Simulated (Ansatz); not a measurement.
# BaTe: the dielectric function from several functionals

How does BaTe absorb light if electrons and holes don't interact? The runs, in order: HSE06 for the gap; optics with PBE on 6×6×6; optics with r2SCAN on 6×6×6; optics with PBE and scissors to the HSE06 gap on 6×6×6; optics with PBE with spin-orbit coupling on 4×4×4.

Computed with Ansatz 0.2.0 (plane waves, PAW; no local fields, no excitons, unless a step's input says otherwise).

1 further run of the same task is left out (it didn't finish). Runs told in other sessions of the task aren't counted.

## 1. The structure to begin with

It takes space group Fm-3m (No. 225, cubic). The conventional cell has a = 7.065 Å, b = 7.065 Å, c = 7.065 Å, α = 90.00°, β = 90.00°, γ = 90.00°. Ba (site symmetry m-3m) is surrounded by 6 Te at 3.53 Å. Te (site symmetry m-3m) has 6 Ba at 3.53 Å in its first shell of neighbours.

Coordinates:

```
CELL_PARAMETERS angstrom
0.00000 3.53238 3.53238
3.53238 0.00000 3.53238
3.53238 3.53238 0.00000
ATOMIC_POSITIONS crystal
Ba 0.00000 0.00000 0.00000
Te 0.50000 0.50000 0.50000
```

The cell was relaxed beforehand with r2SCAN; those runs aren't shown. Spin-orbit coupling, which matters for Ba, Te, is in the runs so named alone.

## 2. The gap to aim at

File input.yaml:

```yaml
crystal:
  lattice:
    - [0.0, 3.532379313, 3.532379313]
    - [3.532379313, 0.0, 3.532379313]
    - [3.532379313, 3.532379313, 0.0]
  atoms:
    - { symbol: Ba, position: [0.0, 0.0, 0.0] }
    - { symbol: Te, position: [0.5, 0.5, 0.5] }
kpoints:
  mp_grid: { grid: [4, 4, 4] }
  band_path:
    path:
      - [0.0, 0.0, 0.0]
      - [0.5, 0.0, 0.5]
      - [0.625, 0.25, 0.625]
      - [0.375, 0.375, 0.75]
      - [0.5, 0.5, 0.5]
      - [0.5, 0.25, 0.75]
      - [0.0, 0.5, 0.5]
    npoints: 1
hamiltonian:
  xc: hse06
scf:
  occupations: { method: fixed }
  n_extra_bands: 4
output:
  forces: true
  stress: true
  eigenvalues: true
```

The run is started by

```sh
> ansatz run input.yaml --threads 4 --pin off --max-ram 3686MiB --backend cpu --events-out ev --progress --plain --runs-dir out
```

After this run come: Optics, PBE; Optics, r2SCAN; Optics, PBE with a scissors shift; Optics, PBE with spin-orbit coupling.

Before running them: what should the planned runs give, taken together? Wanted: ε∞, PBE; ε∞, r2SCAN; ε∞, PBE with spin-orbit coupling; tallest peak of ε₂, PBE; tallest peak of ε₂, r2SCAN; tallest peak of ε₂, PBE with spin-orbit coupling; HSE06 direct gap.

The runs gave:

```
                                        quantity                                value
                                         ε∞, PBE                                 6.46
                                      ε∞, r2SCAN                                 5.61
                      ε∞, PBE + 0.74 eV scissors                                 5.70
                ε∞, PBE with spin-orbit coupling                                 6.29
                         tallest peak of ε₂, PBE                      10.0 at 4.95 eV
                      tallest peak of ε₂, r2SCAN                       8.5 at 5.50 eV
      tallest peak of ε₂, PBE + 0.74 eV scissors                      10.0 at 5.70 eV
tallest peak of ε₂, PBE with spin-orbit coupling  9.2 at 4.85 eV (complete to 8.2 eV)
                                HSE06 direct gap                              2.75 eV
```

From PBE with spin-orbit coupling to PBE + 0.74 eV scissors the direct gap grows from 1.73 to 2.75 eV, and ε∞ goes from 6.29 to 5.70; the spin-orbit run sums fewer bands, so its ε∞ isn't like for like. Spin-orbit coupling moves the direct gap by -0.27 eV; ε∞ doesn't compare between these two runs, as the bands summed differ. The meshes differ between the runs, and peak heights and places move with the mesh, so part of any difference isn't the level's. Local fields and excitons are left out: both change ε∞, and without excitons the onset lacks its lines.
